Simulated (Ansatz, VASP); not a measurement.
# Cs in VASP and in Ansatz

```
Cs
1.0
     5.52542    0.00000    0.00000
    -2.76271    4.78515    0.00000
     0.00000    0.00000    9.02301
Cs
2
Cartesian
  0.0000 3.1901 2.2558
  2.7627 1.5951 6.7673
```

Alike in both runs: task single point; functional PBEsol; k mesh 8 × 8 × 4; occupations fermi-dirac, width 0.1 eV; no spin polarisation.

|  | VASP | Ansatz |
| --- | --- | --- |
| version | VASP 6.6.1 | Ansatz 0.2.0 |
| potentials or method | VASP PAW PBE potentials, release 64 (Cs_sv) | plane waves (420 eV) with PAW, scalar-relativistic |
| plane-wave cutoff (eV) | 520 | 420 |
| valence electrons in the cell | 18 | 18 |

|  | VASP | Ansatz | Ansatz less VASP |
| --- | --- | --- | --- |
| pressure (GPa) | -0.2 | -0.2 | +0.01 |

Ansatz warned: «pseudo_functional_mismatch».

Caveats: the PAW data sets were made with another functional, which shifts forces and pressure a little (VASP). Spin-orbit coupling is left out, which matters for the levels of Cs.
